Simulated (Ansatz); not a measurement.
# C: the cost of one run

Computed with Ansatz 0.2.0 (DFT PBEsol, scalar-relativistic, plane waves, PAW, unless a step's input says otherwise).

3 further runs of the same task are left out: 1 that didn't finish, 2 set aside as unsound or not needed.

## (1) Starting point

The structure is hexagonal, space group P6_3/mmc (No. 194). The conventional cell has a = 2.499 Å, b = 2.499 Å, c = 4.161 Å, α = 90.00°, β = 90.00°, γ = 120.00°. C (site symmetry 3m) is surrounded by 4 C at 1.53 to 1.56 Å.

Coordinates:

```
CELL_PARAMETERS angstrom
2.49881 0.00000 0.00000
-1.24941 2.16404 0.00000
0.00000 0.00000 4.16084
ATOMIC_POSITIONS crystal
C 0.00000 0.00000 0.00030
C 0.00000 0.00000 0.37470
C 0.33333 0.66667 0.50030
C 0.33333 0.66667 0.87470
```

This is a trial structure built by rule; it need not be a known or stable form of this composition.

It is the result of an earlier relaxation at this level (volume 5.62 Å³/atom; gap on the mesh: 3.05 eV).

## (2) Next: the stacking ABC (kkk)

Close-packed layers are stacked in the order given (tetrahedral net, a letter for each double layer) and fully relaxed; h and k in a name mark layers with hexagonal and cubic surroundings. Energies count from the base stacking, -246.6442 eV an atom.

The cell holds 6 C: a = 2.499 Å, b = 2.499 Å, c = 6.241 Å, α = 90.00°, β = 90.00°, γ = 120.00°.

## (3) Relaxing it

The input, input.yaml:

```yaml
crystal:
  lattice:
    - [2.4988149889, 0.0, 0.0]
    - [-1.2494074945, 2.1640372598, 0.0]
    - [0.0, 0.0, 6.2412537832]
  atoms:
    - { symbol: C, position: [0.0, 0.0, 0.0] }
    - { symbol: C, position: [0.0, 0.0, 0.25] }
    - { symbol: C, position: [0.3333333333, 0.6666666667, 0.3333333333] }
    - { symbol: C, position: [0.3333333333, 0.6666666667, 0.5833333333] }
    - { symbol: C, position: [0.6666666667, 0.3333333333, 0.6666666667] }
    - { symbol: C, position: [0.6666666667, 0.3333333333, 0.9166666667] }
basis:
  ecutwfc: 420
kpoints:
  mp_grid: { grid: [12, 12, 4] }
hamiltonian:
  xc: pbesol
scf:
  occupations: { method: gaussian, width: 0.02 }
output:
  forces: true
  stress: true
  eigenvalues: true
  populations: true
relax:
  adjacent_minimum: "off"
  f_tol: 0.01
  max_steps: 45
  cell: { stress_tol: 0.05 }
```

On the command line:

```console
$ ansatz run input.yaml --threads 1 --pin off --max-ram 2560MiB --backend cpu --events-out ev --progress --plain --runs-dir out
```

What time and memory should one allow on 1 thread of Intel Xeon at 2.50GHz (Skylake/Cascade Lake), shared host?

About 54 s, with a peak of 0.35 GiB.
